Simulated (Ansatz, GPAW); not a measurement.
**SiC: programs and potentials compared**

```
Si C
1.0
     0.00000    2.17900    2.17900
     2.17900    0.00000    2.17900
     2.17900    2.17900    0.00000
Si C
1 1
Direct
  0.00000 0.00000 0.00000
  0.75000 0.75000 0.75000
```

Alike in all runs: task single point; functional PBEsol; k mesh 10 × 10 × 10; occupations gaussian, width 0.02 eV; no spin polarisation; no spin-orbit coupling. Pressure is positive in compression and, in plane waves, holds the error of the finite cutoff, which Ansatz's Pulay term estimates and takes out.

| program and potentials | plane-wave cutoff (eV) | notes | band gap (eV) | pressure (GPa) |
| --- | --- | --- | --- | --- |
| Ansatz, Ansatz PAW | 420 | potentials made for PBE, which Ansatz adapts in part; Pulay term of +0.30 GPa included | 1.24 | -0.18 |
| Ansatz, all-electron LAPW, scalar-relativistic | - | - | ? | ? |
| GPAW, PAW data sets generated for this functional | 800 | - | 1.24 | 0.99 |

Question: Estimate from the other rows what the run with Ansatz, all-electron LAPW, scalar-relativistic gave.

Answer: Band gap 1.24 eV; pressure -0.23 GPa. The other rows, which needn't bracket it: band gap 1.24; pressure -0.18 to 0.99.
